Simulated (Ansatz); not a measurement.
**Be: LAPW beside PAW**

Aim: solve Be at one geometry with full-potential LAPW, PAW with frozen cores and all-electron PAW on datasets made for the crystal, and see where they agree.

This is Be in the bcc structure; at room conditions it is hcp.

Method: DFT PBE, scalar-relativistic, in Ansatz 0.2.0.

1 further run of the same task is left out (set aside as unsound or not needed).

## (1) The starting structure

Symmetry: Im-3m, No. 229, cubic system. Conventional cell: a = 2.500 Å, b = 2.500 Å, c = 2.500 Å, α = 90.00°, β = 90.00°, γ = 90.00°. Be (site symmetry m-3m) has 8 Be at 2.17 Å as nearest neighbours.

As a file:

```cif
data_structure
_symmetry_space_group_name_H-M 'P 1'
_symmetry_Int_Tables_number 1
_cell_length_a 2.1655
_cell_length_b 2.1655
_cell_length_c 2.1655
_cell_angle_alpha 109.471
_cell_angle_beta 109.471
_cell_angle_gamma 109.471
_cell_volume 7.82
loop_
_atom_site_label
_atom_site_type_symbol
_atom_site_fract_x
_atom_site_fract_y
_atom_site_fract_z
_atom_site_occupancy
Be1 Be 0.00000 0.00000 0.00000 1
```

The structure (bcc type) was typed from a prototype and relaxed by PAW; whether it is the ground state wasn't tested.

## (2) Full-potential LAPW

File input.yaml:

```yaml
crystal:
  lattice:
    - [-1.2502352778, 1.2502352778, 1.2502352778]
    - [1.2502352778, -1.2502352778, 1.2502352778]
    - [1.2502352778, 1.2502352778, -1.2502352778]
  atoms:
    - { symbol: Be, position: [0.0, 0.0, 0.0] }
kpoints:
  mp_grid: { grid: [20, 20, 20] }
  band_path:
    path:
      - [0.0, 0.0, 0.0]
      - [0.5, -0.5, 0.5]
      - [0.0, 0.0, 0.5]
      - [0.0, 0.0, 0.0]
      - [0.25, 0.25, 0.25]
      - [0.5, -0.5, 0.5]
      - [0.25, 0.25, 0.25]
      - [0.0, 0.0, 0.5]
    npoints: 8
scf:
  occupations: { method: fermi_dirac, width: 0.05 }
hamiltonian:
  xc: pbe
  pseudopotentials: { kind: all_electron, lapw: { basis_error: 0.001 } }
output:
  forces: true
  stress: true
  eigenvalues: true
  populations: true
  dos: { projected: true, de: 0.2, e_range: [-14, 8] }
```

## (3) PAW with frozen cores

input.yaml, as its differences from that of step 2:

```diff
@@ -24,3 +24,3 @@
   xc: pbe
-  pseudopotentials: { kind: all_electron, lapw: { basis_error: 0.001 } }
+  pseudopotentials: { kind: paw }
 output:
@@ -29,3 +29,5 @@
   eigenvalues: true
+  efg: { contact_densities: true }
   populations: true
+  bader: true
   dos: { projected: true, de: 0.2, e_range: [-14, 8] }
```

## (4) All-electron PAW on datasets made for the crystal

input.yaml, as its differences from that of step 3:

```diff
@@ -24,3 +24,3 @@
   xc: pbe
-  pseudopotentials: { kind: paw }
+  pseudopotentials: { kind: all_electron, datasets: crystal }
 output:
@@ -30,4 +30 @@
   efg: { contact_densities: true }
-  populations: true
-  bader: true
-  dos: { projected: true, de: 0.2, e_range: [-14, 8] }
```

(Steps that only read results are left out.)

**Question.** What will these runs give? Wanted: pressure; gap.

As calculated:

| quantity | value |
| --- | --- |
| pressure | LAPW -0.04, PAW -0.02, crystal datasets -0.05 GPa |
| gap (LAPW) | none |

In words: The pressure is within half a GPa of zero, so the volume is close to equilibrium at this level. There is no gap at this level; the crystal is a metal here. In pressure, PAW differs from LAPW by +0.02 GPa.
